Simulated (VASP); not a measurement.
Cu, 1 atom in the cell. The structure is cubic, space group Fm-3m (No. 225). The conventional cell has a = 3.615 Å, b = 3.615 Å, c = 3.615 Å, α = 90.00°, β = 90.00°, γ = 90.00°. Cu (site symmetry m-3m) is surrounded by 12 Cu at 2.56 Å. 

```yaml
Program: VASP 6.6.1
Task: band structure
Functional: r2SCAN
Dispersion: rVV10
Potentials_or_basis: VASP PAW PBE potentials, release 64 (Cu_sv_GW)
Cutoff: 600 eV
k_mesh: 10 × 10 × 10
Occupations: methfessel-paxton, width 0.01 eV
Spin: spin-orbit coupling, no magnetisation
Further_INCAR_settings: ALGO = Fast; EDIFF = 1e-07
```

Potentials or basis: VASP PAW PBE potentials, release 64 (Cu_sv_GW).

The run is started by

```bash
$ cat potpaw_PBE.64/Cu_sv_GW/POTCAR > POTCAR
$ mpirun -np 1 vasp_ncl > vasp.out
```

Hardware: 1 thread of Intel(R) Xeon(R) Platinum 8259CL CPU @ 2.50GHz (Skylake/Cascade Lake) (shared host).

Q: How long does it take, and how much memory?

A: Wall time 20 min on 1 thread of Intel(R) Xeon(R) Platinum 8259CL CPU @ 2.50GHz (Skylake/Cascade Lake), with other jobs on the host, peak memory 0.28 GiB. Counts: scf iterations 81, k points 47.
